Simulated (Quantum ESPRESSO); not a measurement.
# Si: dielectric tensor with PBEsol

Crystal: Si.

```
Si
1.0
     3.83132    0.00000    0.00000
    -1.91566    3.31802    0.00000
     0.00000    0.00000    6.33262
Si
4
Direct
  0.66667 0.33333 0.93699
  0.33333 0.66667 0.43699
  0.66667 0.33333 0.56301
  0.33333 0.66667 0.06301
```

This isn't the form of Si at room conditions, which is diamond.

* Program: Quantum ESPRESSO 7.5
* Task: dielectric tensor
* Functional: PBEsol
* Potentials or basis: GBRV 1.5 PBEsol
* Cutoff: 612 eV
* Density cutoff: 4898 eV
* k mesh: 10 × 10 × 4, shifted
* Occupations: fermi-dirac, width 0.05 eV
* Spin: no spin polarisation
* Mixing beta: 0.5
* Most SCF iterations: 120
* SCF threshold: 8e-10 Ry

The pressure is -0.5 GPa. The largest force is 0.006 eV/Å, the electronic dielectric tensor (diagonal) is 13.37, 13.37, 14.55 and the born charges (mean of the diagonal) is Si -0.03 e.

Forces on the atoms (eV/Å):
```
Si   0.000  0.000  0.006
Si   0.000  0.000  0.006
Si   0.000  0.000 -0.006
Si   0.000  0.000 -0.006
```

Stress tensor (GPa, compression positive):
```
-0.54  0.00  0.00
 0.00 -0.54  0.00
 0.00  0.00 -0.41
```

Levels at points of the mesh, in eV from the valence-band top:
```tsv
k point	band 4	band 5	band 6	band 7	band 8	band 9	band 10	band 11	band 12	band 13
(0.00, 0.00, 0.12)	-1.39	-1.39	-0.79	0.00	0.00	1.10	2.14	2.14	2.66	3.69
```

Electronic dielectric tensor:
```
13.37  0.00  0.00
 0.00 13.37  0.00
 0.00  0.00 14.55
```

Born effective charge tensors (e):
atom 1, Si
```
-0.02  0.00  0.00
 0.00 -0.02  0.00
 0.00  0.00 -0.03
```
atom 2, Si
```
-0.02  0.00  0.00
 0.00 -0.02  0.00
 0.00  0.00 -0.03
```
atom 3, Si
```
-0.02  0.00  0.00
 0.00 -0.02  0.00
 0.00  0.00 -0.03
```
atom 4, Si
```
-0.02  0.00  0.00
 0.00 -0.02  0.00
 0.00  0.00 -0.03
```

It took 4.1 min on 1 thread of Arm Neoverse V1 (shared host), peak memory 0.26 GiB.

Caveat: the mesh is thin for the dielectric tensor, Born charges and intensities, which usually come out too large; the gap on the mesh is small and may close between mesh points, in which case fixed occupations spoil the response; the Born charges break their sum rule by 0.11 e, a sign of too thin a mesh.
